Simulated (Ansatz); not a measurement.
Cu: relaxation of cell and atoms with PBEsol+D3(BJ)-ATM

Cu:

```
Cu
1.0
     2.53410    0.00000    0.00000
    -1.26705    2.19459    0.00000
     0.00000    0.00000    4.11257
Cu
2
Direct
  0.66667 0.33333 0.75000
  0.33333 0.66667 0.25000
```

This isn't the form of Cu at room conditions, which is fcc.

| Quantity | Value |
| --- | --- |
| Program | Ansatz 0.2.0 |
| Task | relaxation of cell and atoms |
| Functional | PBEsol |
| Dispersion | D3(BJ)-ATM |
| Potentials or basis | Ansatz PAW |
| Cutoff | 420 eV (not typed: the program's choice for these potentials) |
| k mesh | 12 × 12 × 7 |
| Occupations | fermi-dirac, width 0.05 eV |
| Spin | no spin polarisation |

```json
{
 "Relaxed volume": "10.97 Å³/atom",
 "Relaxed cell": "a = 2.496 Å, b = 2.496 Å, c = 4.065 Å, α = 90.00°, β = 90.00°, γ = 120.00°",
 "Space group after relaxing (to 0.05 Å)": "P6_3/mmc (No. 194)",
 "Energy gained by relaxing": "10.6 meV/atom",
 "Ionic steps": "7",
 "Pressure after relaxing": "0.0 GPa",
 "Band gap on the k mesh": "none (metal or under the smearing width)"
}
```

Step by step:
| step | energy change (eV) | largest force (eV/Å) | volume (Å³) |
| --- | --- | --- | --- |
| 1 | 0.0000 | 0.0000 | 22.87 |
| 2 | -0.0165 | 0.0000 | 22.39 |
| 3 | -0.0221 | 0.0000 | 21.89 |
| 4 | -0.0221 | 0.0000 | 21.93 |
| 5 | -0.0212 | 0.0000 | 21.93 |
| 6 | -0.0212 | 0.0000 | 21.94 |
| 7 | -0.0213 | 0.0000 | 21.94 |

Final structure:
```xyz
2
Lattice="2.4961 0.0000 0.0000 -1.2481 2.1617 0.0000 0.0000 0.0000 4.0653" Properties=species:S:1:pos:R:3 pbc="T T T"
Cu    1.2481    0.7206    3.0490
Cu    0.0000    1.4412    1.0163
```

Levels at points of the mesh, in eV from the Fermi level:
```
            k point  band 16  band 17  band 18  band 19  band 20  band 21  band 22  band 23
 (0.00, 0.00, 0.00)    -2.58    -2.58    -1.72    -1.72    -1.24     4.20    21.93    22.68
(0.00, -0.50, 0.00)    -1.62    -1.56    -1.51     0.03     1.73     8.10     8.56    11.18
```

Wall time 3.2 s on 2 threads of AMD EPYC 9R45 96-Core Processor (Zen 5), with other jobs on the host, peak memory 0.36 GiB.

Caveat: the plane-wave basis is chosen anew once the cell has moved, so the energies of steps on either side of that aren't comparable; pairwise dispersion overbinds metals, which lowers pressure and volume; the PAW data sets come from PBE, with cores solved anew for the run's functional, which leaves a small shift of forces and pressure.
